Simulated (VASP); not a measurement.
**Ge: phonons with PBEsol**

Crystal: Ge.

```
CELL_PARAMETERS angstrom
0.00000 2.82900 2.82900
2.82900 0.00000 2.82900
2.82900 2.82900 0.00000
ATOMIC_POSITIONS crystal
Ge 0.00000 0.00000 0.00000
Ge 0.25000 0.25000 0.25000
```

The cell was built by a generator and needn't be a form met in nature.

- Program: VASP 6.6.1
- Task: phonons
- Functional: PBEsol
- Potentials or basis: VASP PAW PBE potentials, release 64 (Ge_d)
- Cutoff: 600 eV
- k mesh: 24 × 24 × 24
- Occupations: fermi-dirac, width 0.03 eV
- Spin: no spin polarisation
- Relax isif: 2
- Holes per cm³: 0
- Further INCAR settings: ALGO = Fast; EDIFF = 1e-08; IBRION = 6; POTIM = 0.015; NSW = 1

| Property | Result |
| --- | --- |
| Highest phonon frequency at Γ | 290 cm⁻¹ |

Phonon frequencies in cm⁻¹ (negative: imaginary):
| q point | frequencies |
| --- | --- |
| (0.000, 0.000, 0.000) | 0 0 0 290 290 290 |

Run time: 8.7 min on 2 MPI ranks on Intel(R) Xeon(R) 6975P-C (Granite Rapids) (shared host), peak memory 2.4 GiB a rank.
